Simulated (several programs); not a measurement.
**MoTe2 (3R-MoS2 type) from semi-empirical methods to plane-wave DFT**

MoTe2 in the 3R-MoS2 structure, relaxed with r2SCAN+rVV10 in Ansatz, was computed with several methods. It is trigonal, R3m (No. 160); conventional cell a = 3.547 Å, c = 21.312 Å, 25.80 Å³ an atom. Around Mo lie 6 Te at 2.72 Å; around Te lie 3 Mo at 2.72 Å. Spin-unpolarised throughout. Whether this structure exists isn't addressed.

```xyz
3
Lattice="1.7734 1.0239 7.1041 -1.7734 1.0239 7.1041 0.0000 -2.0478 7.1041" Properties=species:S:1:pos:R:3 pbc="T T T"
Mo    0.0000    0.0000   -0.0008
Te    0.0000    0.0000    8.8963
Te    0.0000    0.0000    5.3128
```

Gaps and times are for a single point on this cell; volume and bulk modulus come from each method's own relaxation or energy curve at fixed shape, which is too stiff where a cell has free coordinates or axes. Times are rough, from shared hosts (Arm Neoverse N1; Intel Xeon Platinum 8259CL CPU @ 2.50GHz), and each method has its own mesh and cell size. A double dagger marks a value from a curve with shape and coordinates held. PM6 (MOPAC), PM7 (MOPAC), GFN1-xTB (tblite), GFN2-xTB (tblite) treat a cluster of cells at its zone centre, which samples few k points: where these miss a band edge, the gap comes out too large for that reason alone. Gaps from k meshes are read at a limited set of points (mesh, symmetry points, PBE's band edges), so each method's own least gap may be somewhat smaller. xTB and the PM methods were fitted mostly to molecules, and can miss a solid's gap by electronvolts. Minimal bases can be far off for gaps. Times of the plane-wave ladder aren't listed, since it ran on unlike processors and cards. Curves at held shape can't give the bulk modulus of a layered or molecular crystal, so none is listed. G0W0 is at finite bands, cutoff and mesh. d marks a direct gap, i an indirect one (no mark: not told apart), a dash a value that wasn't computed or didn't pass its checks.

```csv
method,kind,gap (eV),own volume (Å³/atom),bulk modulus (GPa),atoms computed,processor time
light PBE (260 eV and a coarse mesh),light plane-wave,0.80 i,–,–,3,3.7 s
GFN1-xTB (tblite),tight binding,0.77,24.92‡,–,cluster,11 s
GFN2-xTB (tblite),tight binding,0.65,24.83‡,–,cluster,21 s
PM7 (MOPAC),semi-empirical,3.36,–,–,cluster,21 s
PBE,semilocal,0.81 i,–,–,3,–
PBE/single zeta (GPAW),small basis,0.93 i,–,–,3,60 s
r2SCAN,semilocal,0.92 i,–,–,3,–
PM6 (MOPAC),semi-empirical,2.74,–,–,cluster,67 s
PBE/SZV (CP2K),small basis,0.49 i,–,–,3,72 s
PBE/DZVP (CP2K),small basis,0.80 i,26.85‡,–,3,3.3 min
G0W0@r2SCAN (140 eV screening cutoff),many-body,1.15,–,–,3,–
G0W0@PBE (210 eV screening cutoff),many-body,1.10,–,–,3,–
```

Against r2SCAN (0.92 eV) and with closed or daggered gaps left aside, the nearest gap at the points sampled is that of PBE/single zeta (GPAW) (+0.01 eV) and the farthest that of PM7 (MOPAC) (+2.44 eV). r2SCAN is only a yardstick of convenience: semilocal gaps usually lie below measured ones, which GLLB-SC and hybrids aim to mend.

Runs without a result: GLLB-SC (GPAW) (single point, out of time).

No spin-orbit coupling is included; it can move band edges with weight on the heavy atoms by tenths of an eV.
